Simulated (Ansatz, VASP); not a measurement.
This is a calculation of Sb for Ansatz 0.2.0.

Contents of input.yaml:

```yaml
crystal:
  lattice:
    - [4.5277, 0.0, 0.0]
    - [0.0, 4.4211, 0.0]
    - [-1.320519, 0.0, 6.364348]
  atoms:
    - { symbol: Sb, position: [0.33993, 0.25, 0.68367] }
    - { symbol: Sb, position: [0.936638, 0.75, 0.762758] }
    - { symbol: Sb, position: [0.063362, 0.25, 0.237242] }
    - { symbol: Sb, position: [0.66007, 0.75, 0.31633] }
kpoints:
  mp_grid: { grid: [6, 6, 4] }
scf:
  occupations: { method: fermi_dirac, width: 0.05 }
hamiltonian:
  xc: lda
  pseudopotentials: { kind: all_electron, lapw: { basis_error: 0.002 } }
output:
  forces: true
  stress: true
  eigenvalues: true
```

Potentials or basis: all-electron LAPW, scalar-relativistic.

Run with:

```sh
$ ansatz run input.yaml --threads 2 --pin off --max-ram 8192MiB --backend cpu --events-out ev --progress --plain --runs-dir out
```

Problem. Set up the same calculation for VASP 6.6.1. Potentials there: VASP PAW LDA potentials, release 64 (Sb).

Solution. As run (the cutoff follows the program's own potentials):

INCAR

```
SYSTEM = Sb
ALGO = Normal
EDIFF = 1E-7
ENCUT = 520
ISIF = 2
ISMEAR = -1
LASPH = .TRUE.
LCHARG = .TRUE.
LELF = .TRUE.
LREAL = .FALSE.
LVHAR = .TRUE.
LWAVE = .FALSE.
NBANDS = 18
NELM = 80
PREC = Accurate
SIGMA = 0.05
```

File KPOINTS:

```
k-points
0
G
  6 6 4
  0 0 0
```

The input POSCAR:

```
Sb
1.0
    4.5277000000      0.0000000000      0.0000000000
    0.0000000000      4.4211000000      0.0000000000
   -1.3205190000      0.0000000000      6.3643480000
Sb
4
Direct
    0.3399300000      0.2500000000      0.6836700000
    0.9366380000      0.7500000000      0.7627580000
    0.0633620000      0.2500000000      0.2372420000
    0.6600700000      0.7500000000      0.3163300000
```

Potentials or basis: VASP PAW LDA potentials, release 64 (Sb).

Launch:

```sh
$ cat potpaw_LDA.64/Sb/POTCAR > POTCAR
$ mpirun -np 1 vasp_std > vasp.out
```

Both were run:

|  | VASP | Ansatz | Ansatz less VASP |
| --- | --- | --- | --- |
| gap on the k mesh at the Fermi level (eV) | none | none | - |
| pressure (GPa) | -3.2 | -3.4 | -0.16 |
| largest component of the traceless stress (GPa) | 0.57 | 0.57 | -0.009 |
| rms of the force components (eV/Å) | 0.093 | 0.120 | +0.0278 |

Atom by atom the forces differ by 0.031 eV/Å (rms over components). A gap of «none» marks a metal or a gap that the smearing closes. Ansatz ran all-electron here, so the differences hold the error of VASP's frozen core and of both bases.

The runs have no spin-orbit coupling, so splittings on Sb are missing.
